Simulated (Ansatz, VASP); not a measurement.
One calculation of GaAs, two programs

Contents of INCAR:

```
PREC = Accurate
ENCUT = 520
EDIFF = 1E-7
ISMEAR = -1
SIGMA = 0.02
LREAL = False
LASPH = True
NELM = 100
ALGO = Normal
ISIF = 2
LWAVE = False
LCHARG = True
GGA = PS
LELF = True
LVHAR = True
NBANDS = 16
```

File KPOINTS:

```
regular mesh
0
Gamma
  6 6 6
```

Contents of POSCAR:

```
GaAs
1.0
    3.3286687154      0.0000000000      0.0000000000
    0.0000000000      3.3286687154      0.0000000000
    0.0000000000      0.0000000000      3.3286687154
Ga As
1 1
Direct
    0.0000000000      0.0000000000      0.0000000000
    0.5000000000      0.5000000000      0.5000000000
```

Input for Ansatz:

```yaml
crystal:
  lattice:
    - [3.3286687154, 0.0, 0.0]
    - [0.0, 3.3286687154, 0.0]
    - [0.0, 0.0, 3.3286687154]
  atoms:
    - { symbol: Ga, position: [0.0, 0.0, 0.0] }
    - { symbol: As, position: [0.5, 0.5, 0.5] }
kpoints:
  mp_grid: { grid: [6, 6, 6] }
hamiltonian:
  xc: pbesol
scf:
  occupations: { method: fermi_dirac, width: 0.02 }
  n_extra_bands: 4
output:
  forces: true
  stress: true
  eigenvalues: true
```

Alike in both runs: task single point; functional PBEsol; k mesh 6 × 6 × 6; occupations fermi-dirac, width 0.02 eV; no spin polarisation.

|  | VASP | Ansatz |
| --- | --- | --- |
| version | VASP 6.6.1 | Ansatz 0.2.0 |
| potentials or method | VASP PAW PBE potentials, release 64 (Ga_d, As) | plane waves |
| plane-wave cutoff (eV) | 520 | 420 |
| valence electrons in the cell | 18 | 28 |

|  | VASP | Ansatz | Ansatz less VASP |
| --- | --- | --- | --- |
| pressure (GPa) | -1.4 | -1.6 | -0.16 |

The two sets of potentials don't hold the same shells in valence.

Caveats: the PAW data sets were made with another functional, which shifts forces and pressure a little (VASP).
